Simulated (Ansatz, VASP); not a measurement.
## Se: VASP beside Ansatz

```
Se
1.0
     3.85051    0.00000    0.00000
    -1.92526    3.33464    0.00000
     0.00000    0.00000    7.25733
Se
4
Direct
  0.00000 0.00000 0.00000
  0.00000 0.00000 0.50000
  0.33333 0.66667 0.25000
  0.66667 0.33333 0.75000
```

Alike in both runs: functional revPBE; k mesh 12 × 12 × 3; occupations fermi-dirac, width 0.1 eV; no spin polarisation.

Ansatz relaxed the structure, and its values are those at the end. VASP's run is a single point on that final structure, the one shown.

```csv
,VASP,Ansatz
version,VASP 6.6.1,Ansatz 0.2.0
potentials or method,"VASP PAW PBE potentials, release 64 (Se)","plane waves (420 eV) with PAW, scalar-relativistic"
plane-wave cutoff (eV),520,420
valence electrons in the cell,24,64
```

```tsv
	VASP	Ansatz	Ansatz less VASP
pressure (GPa)	0.0	0.0	+0.01
```

The two sets of potentials don't hold the same shells in valence.

Caveats: the PAW data sets were made with another functional, which shifts forces and pressure a little (VASP).
